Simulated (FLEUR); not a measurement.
Sb: equation of state with PBEsol

Sb:

```
CELL_PARAMETERS angstrom
3.35453 0.00000 0.00000
-1.67727 2.90511 0.00000
0.00000 0.00000 5.47016
ATOMIC_POSITIONS crystal
Sb 0.66667 0.33333 0.75000
Sb 0.33333 0.66667 0.25000
```

This isn't the form of Sb at room conditions, which is rhombohedral.

```yaml
Program: FLEUR MaX-R8.1 (later development tree)
Task: equation of state
Functional: PBEsol
Potentials_or_basis: all-electron
Basis: FLAPW
Kmax: 4.1 1/bohr
k_mesh: 9 × 9 × 5
Occupations: fermi-dirac, width 0.05 eV
Spin: no spin polarisation
Gmax: 12.7 1/bohr
Muffin-tin_radii: Sb 2.66 bohr
lmax: Sb 10
lnonsphr: Sb 10
Local_orbitals_a_species: Sb 6
```

```yaml
Equilibrium_volume: 25.99 Å³/atom
Bulk_modulus_at_fixed_shape_and_positions: 66 GPa
Pressure_derivative_of_the_bulk_modulus: "4.2 (rough: it moves with the points fitted)"
```

Energy against volume, from the lowest point:
```
volume (Å³/atom)  energy (meV/atom)
          25.055               7.31
          25.588               1.16
          26.121               0.00
          26.654               3.22
          27.187              10.38
          27.720              21.12
          28.253              35.12
```

Caveat: the cell was scaled at fixed shape and fractional positions, which overstates the stiffness of a crystal with free parameters, most of all of layers and chains. The run has no spin-orbit coupling, so splittings on Sb are missing.
